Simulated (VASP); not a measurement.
Write the native input for VASP 6.6.1 that does the following.

```yaml
Task: single point
Functional: PBEsol
Potentials_or_basis: VASP PAW PBE potentials, release 64 (Cs_sv)
Cutoff: 500 eV
k_mesh: 6 × 6 × 6
Occupations: gaussian, width 0.05 eV
Spin: no spin polarisation
Further_INCAR_settings: ALGO = Normal; EDIFF = 1e-07; NBANDS = 10
```

The structure of Cs lies in POSCAR:

```
Cs
1.0
    0.0000000000      3.9483357400      3.9483357400
    3.9483357400      0.0000000000      3.9483357400
    3.9483357400      3.9483357400      0.0000000000
Cs
1
Direct
    0.0000000000      0.0000000000      0.0000000000
```

This isn't the form of Cs at room conditions, which is bcc.

The input as run:

INCAR

```
SYSTEM = Cs
ALGO = Normal
EDIFF = 1E-7
ENCUT = 500
GGA = PS
ISIF = 2
ISMEAR = 0
LASPH = .TRUE.
LCHARG = .FALSE.
LREAL = .FALSE.
LWAVE = .FALSE.
NBANDS = 10
NELM = 60
PREC = Accurate
SIGMA = 0.05
```

KPOINTS

```
k-points
0
G
  6 6 6
  0 0 0
```

Potentials or basis: VASP PAW PBE potentials, release 64 (Cs_sv).

Run with:

```sh
$ cat potpaw_PBE.64/Cs_sv/POTCAR > POTCAR
$ mpirun -np 1 vasp_std > vasp.out
```

It gave:

| Quantity | Value |
| --- | --- |
| Pressure | -0.2 GPa |
| Band gap on the k mesh | none (metal or under the smearing width) |

Caveat: the PAW data sets were made with another functional, which shifts forces and pressure a little.

It took 24 s on 1 thread of AMD EPYC 7R43 64-Core Processor (Zen 3) (shared host), peak memory 0.2 GiB.
